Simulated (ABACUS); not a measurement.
Crystal: GaAs.

```
CELL_PARAMETERS angstrom
3.99777 0.00000 0.00000
1.99888 3.46217 0.00000
1.99888 1.15406 3.26417
ATOMIC_POSITIONS crystal
As 0.75000 0.75000 0.75000
Ga 0.00000 0.00000 0.00000
```

Base run:

* Program: ABACUS 3.10.1
* Functional: B86bPBE
* Potentials or basis: SPMS ONCV 1.0 PBE
* Cutoff: 1143 eV
* Density cutoff: 4572 eV
* Basis: plane waves
* k mesh: 6 × 6 × 6
* Occupations: fermi-dirac, width 0.05 eV
* Spin: no spin polarisation

Its results: band gap on the k mesh 0.50 eV, direct; pressure 3.9 GPa.

Q: The run is repeated on the same cell with these changes: functional from B86bPBE to PBE; radial cutoff of the potentials (pseudo_rcut) from 10 bohr to 7 bohr. What comes out?

A: Band gap on the k mesh 0.51 eV, direct; pressure 3.5 GPa.

Caveats: the potentials were made for another functional, which shifts forces and pressure (some runs).

A k mesh can miss the band edges.

Not every run made on this cell is shown here.
